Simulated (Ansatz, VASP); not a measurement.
La2O3 in VASP and in Ansatz

```
La O
1.0
     3.93078    0.00000    0.00000
    -1.96539    3.40415    0.00000
     0.00000    0.00000    6.11195
La O
2 3
Direct
  0.33333 0.66667 0.24624
  0.66667 0.33333 0.75376
  0.00000 0.00000 0.00000
  0.33333 0.66667 0.64589
  0.66667 0.33333 0.35411
```

The cell is a database's computed one.

Alike in both runs: functional RPBE; k mesh 8 × 8 × 5; occupations fermi-dirac, width 0.05 eV; no spin polarisation.

|  | VASP | Ansatz |
| --- | --- | --- |
| version | VASP 6.6.1 | Ansatz 0.2.0 |
| potentials or method | VASP PAW PBE potentials, release 64 (La, O) | Ansatz PAW |
| plane-wave cutoff (eV) | 520 | 420 |
| valence electrons in the cell | 40 | 40 |
| task | single point | band structure |

```tsv
	VASP	Ansatz	Ansatz less VASP
gap on the k mesh at the Fermi level (eV)	3.96	3.95	-0.014
least direct gap on the mesh (eV)	4.18	4.16	-0.012
pressure (GPa)	4.7	5.0	+0.37
largest component of the traceless stress (GPa)	0.21	0.16	-0.053
rms of the force components (eV/Å)	0.016	0.021	+0.0048
```

Atom by atom the forces differ by 0.006 eV/Å (rms over components). The functional is the same, so the differences come from potentials, cutoffs and numerics.

Caveats: spin-orbit coupling is left out, which moves the levels of the heavy elements; the PAW data sets were made with another functional, which shifts forces and pressure a little (VASP); an odd mesh through Γ misses points on the zone boundary, where band edges often lie (VASP); the pressure holds a Pulay correction of +0.4 GPa for the finite cutoff (Ansatz); the PAW data sets come from PBE, with cores solved anew for the run's functional, which leaves a small shift of forces and pressure (Ansatz).
